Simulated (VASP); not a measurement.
## Sb: relaxation of cell and atoms with PBE

Crystal: Sb.

```xyz
2
Lattice="2.1542 1.2437 3.7580 -2.1542 1.2437 3.7580 0.0000 -2.4875 3.7580" Properties=species:S:1:pos:R:3 pbc="T T T"
Sb    0.0000    0.0000    2.6324
Sb    0.0000    0.0000    8.6416
```

| Quantity | Value |
| --- | --- |
| Program | VASP 6.6.1 |
| Task | relaxation of cell and atoms |
| Functional | PBE |
| Potentials or basis | VASP PAW PBE potentials, release 64 (Sb) |
| Cutoff | 600 eV |
| k mesh | 9 × 9 × 9 |
| Occupations | gaussian, width 0.03 eV |
| Spin | no spin polarisation |
| Further INCAR settings | ALGO = Normal; EDIFF = 1e-06; IBRION = 2; EDIFFG = -0.01; NSW = 90; ISIF = 3 |

```json
{"Relaxed volume": "31.81 Å³/atom", "Relaxed cell": "a = 4.589 Å, b = 4.589 Å, c = 4.589 Å, α = 57.00°, β = 57.00°, γ = 57.00°", "Space group after relaxing (to 0.05 Å)": "R-3m (No. 166)", "Energy gained by relaxing": "13.0 meV/atom", "Ionic steps": "7", "Pressure after relaxing": "0.0 GPa", "Band gap on the k mesh": "0.17 eV, indirect (least direct gap 0.50 eV)"}
```

Forces in eV/Å, atoms in the order of the input:
```
Sb   0.000  0.000  0.002
Sb   0.000  0.000 -0.002
```

The path:
```csv
step,energy change (eV),largest force (eV/Å),pressure (GPa),volume (Å³)
1,0.0000,0.2158,2.85,60.41
2,-0.0137,0.2400,-1.59,65.24
3,-0.0252,0.0681,0.04,63.21
4,-0.0256,0.0467,0.03,63.30
5,-0.0259,0.0006,0.01,63.51
6,-0.0260,0.0004,0.01,63.56
7,-0.0261,0.0023,0.02,63.62
```

Final structure:
```yaml
crystal:
  lattice:
    - [2.18993, 1.26435, 3.82978]
    - [-2.18993, 1.26435, 3.82978]
    - [0.00000, -2.52871, 3.82978]
  atoms:
    - { symbol: Sb, position: [0.23303, 0.23303, 0.23303] }
    - { symbol: Sb, position: [0.76697, 0.76697, 0.76697] }
```

Levels at points of the mesh, in eV from the valence-band top:
| k point | band 3 | band 4 | band 5 | band 6 | band 7 | band 8 |
| --- | --- | --- | --- | --- | --- | --- |
| (0.00, 0.00, 0.00) | -1.78 | -1.55 | -1.55 | 2.14 | 2.75 | 2.75 |

It took 2.3 min on 1 thread of Intel(R) Xeon(R) Platinum 8259CL CPU @ 2.50GHz (Skylake/Cascade Lake), with other jobs on the host, peak memory 0.24 GiB.

Caveat: spin-orbit coupling is left out, which moves the levels of the heavy elements; an odd mesh through Γ misses points on the zone boundary, where band edges often lie.
